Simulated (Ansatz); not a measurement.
NaF (R3m) at 2 levels of theory

One geometry, relaxed with PBE; plane waves with PAW potentials in Ansatz, scalar-relativistic. No spin polarisation. Gaps are the least over mesh and band path; pressure is positive in compression.

```cif
data_structure
_symmetry_space_group_name_H-M 'R3m:H'
_symmetry_Int_Tables_number 160
_cell_length_a 9.8424
_cell_length_b 9.8424
_cell_length_c 3.0745
_cell_angle_alpha 90.000
_cell_angle_beta 90.000
_cell_angle_gamma 120.000
_cell_volume 257.93
loop_
_atom_site_label
_atom_site_type_symbol
_atom_site_symmetry_multiplicity
_atom_site_Wyckoff_symbol
_atom_site_fract_x
_atom_site_fract_y
_atom_site_fract_z
_atom_site_occupancy
Na1 Na 9 b 0.77015 0.54030 0.58002 1
F1 F 9 b 0.89622 0.79244 0.75332 1
```

| level | cutoff (eV) | k mesh | gap (eV) | pressure (GPa) |
| --- | --- | --- | --- | --- |
| PBE | 420 | 12×12×12 | 5.47 | 0.0 |

Problem. What comes out on the same cell with PBEsol?

Solution.
```
 level  cutoff (eV)    k mesh  gap (eV)  pressure (GPa)
PBEsol          420  12×12×12      5.39            -1.7
```

It was reached by relaxing an invented guess, and it needn't be the stable form of this composition.
